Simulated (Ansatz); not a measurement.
# AlRu: the cost of one run

Program: Ansatz 0.2.0. Level of theory: DFT PBE, scalar-relativistic, plane waves, PAW. These are calculated values, not measurements.

2 further runs of the same task are left out: 2 set aside as unsound or not needed.

## (1) The starting structure

It takes space group Pm-3m (No. 221, cubic). The conventional cell has a = 3.004 Å, b = 3.004 Å, c = 3.004 Å, α = 90.00°, β = 90.00°, γ = 90.00°. Around Al (site symmetry m-3m) lie 8 Ru at 2.60 Å. Ru (site symmetry m-3m) has 8 Al at 2.60 Å as nearest neighbours.

Structure file:

```cif
data_structure
_symmetry_space_group_name_H-M 'P 1'
_symmetry_Int_Tables_number 1
_cell_length_a 3.0041
_cell_length_b 3.0041
_cell_length_c 3.0041
_cell_angle_alpha 90.000
_cell_angle_beta 90.000
_cell_angle_gamma 90.000
_cell_volume 27.11
loop_
_atom_site_label
_atom_site_type_symbol
_atom_site_fract_x
_atom_site_fract_y
_atom_site_fract_z
_atom_site_occupancy
Al1 Al 0.00000 0.00000 0.00000 1
Ru1 Ru 0.50000 0.50000 0.50000 1
```

This cell was relaxed beforehand with the same method: volume 13.56 Å³/atom, gap on the mesh none (metal).

## (2) The reference: the undisturbed cell on the scan's mesh

Input file input.yaml:

```yaml
crystal:
  lattice:
    - [3.0040847246, 0.0, 0.0]
    - [0.0, 3.0040847246, 0.0]
    - [0.0, 0.0, 3.0040847246]
  atoms:
    - { symbol: Al, position: [0.0, 0.0, 0.0] }
    - { symbol: Ru, position: [0.5, 0.5, 0.5] }
basis:
  ecutwfc: 420
kpoints:
  mp_grid: { grid: [20, 20, 20] }
hamiltonian:
  xc: pbe
scf:
  occupations: { method: gaussian, width: 0.15 }
output:
  forces: true
  stress: true
  eigenvalues: true
  write_density: true
  write_potential: true
  elf: true
  volumetric_format: npy
```

Launch:

```sh
ansatz run input.yaml --threads 2 --pin off --max-ram 5120MiB --backend cpu --events-out ev --progress --plain --runs-dir out
```

What time and memory should one allow on 2 threads of Intel Xeon at 2.50GHz (Skylake/Cascade Lake), shared host?

About 7.6 s, with a peak of 0.41 GiB.
